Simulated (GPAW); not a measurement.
Here is a GPAW 26.7.0 calculation.

File run.py:

```python
import json
import numpy as np
from ase.dft.bandgap import bandgap
from ase.io import read, write
from ase.units import GPa
from gpaw import GPAW, PW

atoms = read('Pb.xyz')

calc = GPAW(mode=PW(510),
            xc='MGGA_X_R2SCAN+MGGA_C_R2SCAN',
            kpts={'size': (9, 9, 9), 'gamma': True},
            occupations={'name': 'fermi-dirac', 'width': 0.05},
            nbands=14,
            convergence={'density': 1e-05, 'energy': 1e-05},
            maxiter=150,
            txt='gpaw.txt')
atoms.calc = calc
energy = atoms.get_potential_energy()
forces = atoms.get_forces()
stress = atoms.get_stress()
calc.write('gs.gpw')
write('result.traj', atoms)
print(f'Energy: {energy:.6f} eV')
print('Forces (eV/A):')
print(forces.round(4))
print('Stress (GPa):', (stress / GPa).round(3))
print('Fermi level:', round(calc.get_fermi_level(), 4), 'eV')
print(f'Gap: {bandgap(calc)[0]:.4f} eV, direct: {bandgap(calc, direct=True)[0]:.4f} eV')

size = (14, 14, 14)
dense = calc.fixed_density(kpts={'size': size, 'gamma': True}, update_fermi_level=True,
                           convergence={'bands': 'CBM+2.0', 'eigenstates': 1e-7}, txt='dense.txt')
ef = dense.get_fermi_level()
index = np.round(dense.get_bz_k_points() * size).astype(int) % size
recip = 2 * np.pi * atoms.cell.reciprocal()
sheets = []
for s, e_kn in enumerate(dense.eigenvalues()):
    for n in range(e_kn.shape[1] - 2):
        if e_kn[:, n].min() < ef < e_kn[:, n].max():
            e = np.empty(size)
            e[tuple(index.T)] = e_kn[dense.get_bz_to_ibz_map(), n] - ef
            de = np.array([(np.roll(e, -1, c) - np.roll(e, 1, c)) * size[c] / 2 for c in range(3)])
            v = np.linalg.norm(np.einsum('vc,cxyz->vxyz', np.linalg.inv(recip), de), axis=0)
            w = np.exp(-(e / 0.1)**2) / (0.1 * np.pi**0.5)
            sheets.append({'spin': s, 'band': n, 'filled': (e < 0).mean(), 'dos': w.mean(), 'bottom': e.min(), 'top': e.max(),
                           'velocity': (w * v).sum() / w.sum() * 1.519267e5, 'slice': e[:, :, 0].round(3).tolist()})
            print(f'spin {s} band {n}: filled share {sheets[-1]["filled"]:.3f}, from {e.min():.3f} to {e.max():.3f} eV,',
                  f'{w.mean():.3f} states/eV, mean velocity {sheets[-1]["velocity"]:.3e} m/s')
print('Fermi level on the dense mesh:', round(ef, 4), 'eV,', len(sheets), 'sheets')
json.dump({'ef': ef, 'sheets': sheets}, open('fermi.json', 'w'))
```

Pb.xyz

```xyz
1
Lattice="-1.9796595667 1.9796595667 1.9796595667 1.9796595667 -1.9796595667 1.9796595667 1.9796595667 1.9796595667 -1.9796595667" Properties=species:S:1:pos:R:3 pbc="T T T"
Pb     0.0000000000      0.0000000000      0.0000000000
```

Potentials or basis: GPAW PAW data sets (gpaw-data 1.2.1), pw.

The run is started by

```bash
$ OMP_NUM_THREADS=1 python run.py
```

**Question.** Estimate the pressure.

**Answer.** -0.8 GPa.

**Question.** Predict the band gap on the k mesh.

**Answer.** None (metal or under the smearing width).

Caveat: the cutoff is short for stress and forces, so pressures can be off by a GPa or more; the PAW data sets were made with another functional, which shifts forces and pressure a little. The run has no spin-orbit coupling, so splittings on Pb are missing.
